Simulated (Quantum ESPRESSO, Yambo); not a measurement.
Planning a run of Yambo 5.3.0 on As (buckled honeycomb monolayer). The input:

```
HF_and_locXC
gw0
dyson
cohsex
em1s
rim_cut
rim_w
RandQpts= 3000000
RandGvec= 100 RL
CUTGeo= "slab z"
RandGvecW= 9 RL
EXXRLvcs= 76 Ry
VXCRLvcs= 304 Ry
Chimod= "HARTREE"
% BndsRnXs
 1 | 112 |
%
NGsBlkXs= 9.5 Ry
% LongDrXs
 1 | 1 | 0 |
%
% GbndRnge
 1 | 112 |
%
DysSolver= "n"
ExtendOut
% QPkrange
 1 | 1 | 14 | 17 |
 3 | 3 | 14 | 17 |
%
```

```sh
OMP_NUM_THREADS=1 mpirun -n 4 yambo -F gw4.in -J gw4 -C gw4 > gw4.log
```

The stored states that it reads are on a 6×6×1 mesh. The cell holds 2 atoms: 2 As. Cell: a = 3.611 Å, b = 3.611 Å, c = 14.000 Å, α = 90.0°, β = 90.0°, γ = 120.0°. Vacuum lies along c.

Estimate wall time and host memory on 4 MPI ranks of Arm Neoverse V1, shared host.

It took 2.5 min; on shared hardware allow 74 s to 4.9 min. Peak host memory was 2.5 GiB.

The screening grows as filled bands × empty bands × pairs of k points, times the square of the screening basis for the matrix.

[Paths, hosts, dates, memory and timing lines, banners, echoed tables and standing remarks are left out of the program output.]

[Logs are printed without paths, hosts, clocks, repeated set-up lines and the standing remarks that a program may print on its own settings, such as how far it seeks lower states.]

[Runs of the session that timed out or met a known fault of the program may be left out.]

[Hosts, paths, dates, database ids (printed as entryN), source tags and the programs' standing remarks are cut or masked in the printed files.]
